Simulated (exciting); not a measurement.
BP under changes of volume

One of the cells (11.682 Å³/atom); the others are scaled copies at fixed shape and fractional positions:

```
P B
1.0
     0.00000    2.26900    2.26900
     2.26900    0.00000    2.26900
     2.26900    2.26900    0.00000
P B
1 1
Direct
  0.75000 0.75000 0.75000
  0.00000 0.00000 0.00000
```

```yaml
Program: exciting (release sodium)
Functional: PBE
Potentials_or_basis: all-electron LAPW+lo, shipped species files, valence relativity iora*
rgkmax: 7
k_mesh: 6 × 6 × 6
Occupations: methfessel-paxton, width 0.0272 eV
Spin: no spin polarisation
```

```csv
volume (Å³/atom),energy over the lowest point (meV/atom),gap on the mesh (eV)
10.981,29.50,1.21
11.214,13.96,1.26
11.448,?,?
11.682,0.00,1.34
11.915,0.56,1.38
12.149,5.55,1.41
12.383,14.55,1.44
```

Task: What does the run at 11.448 Å³/atom give?

Result: Energy over the lowest point 4.31 meV/atom; gap on the mesh 1.30 eV.

Worked out: A Birch-Murnaghan fit of order 3 (a polynomial in V^(-2/3)) to the other rows has its minimum at 11.77 Å³/atom with B0 = V·E''(V) = 162 GPa and B' = 3.9. It gives 4.29 meV/atom at 11.448 Å³/atom, against the run's 4.31. A straight line through the other rows of the gap, of slope 1.92 eV per unit of ln V, gives 1.30 eV, against the run's 1.30.

A mesh can miss the band edges.
